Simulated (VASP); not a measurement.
Runs of VASP 6.6.1 on GaP. It takes space group F-43m (No. 216, cubic). The conventional cell has a = 5.450 Å, b = 5.450 Å, c = 5.450 Å, α = 90.00°, β = 90.00°, γ = 90.00°. Around Ga (site symmetry -43m) lie 4 P at 2.36 Å. P (site symmetry -43m) is surrounded by 4 Ga at 2.36 Å. The cell was built by a generator and isn't the measured one.

```tsv
cell	P gpa	target pressure	gap on the mesh (eV)	pressure (GPa)
relaxed to 18 GPa	18	18 GPa	1.56	17.9
relaxed to 12 GPa	12	12 GPa	1.66	12.1
relaxed to 6 GPa	6	6 GPa	(a)	6.0
relaxed	0	-	1.86	0.0
```

Alike in all rows: task relaxation of cell and atoms; level r2SCAN; potentials or basis VASP PAW PBE potentials, release 64 (Ga_d, P); no spin polarisation; k mesh 10 × 10 × 10; cutoff (eV) 600; smearing fermi-dirac 0.05 eV.

Q: Estimate the missing entries.

A: (a) 1.76.

Caveats: the PAW data sets were made with another functional, which shifts forces and pressure a little; the cell is relaxed towards a set pressure, so the enthalpy falls and the energy may rise (some runs); the relaxation stopped at its first step, so nothing moved (some runs).

A k mesh can miss the band edges, and the runs leave out spin-orbit coupling on Ga.
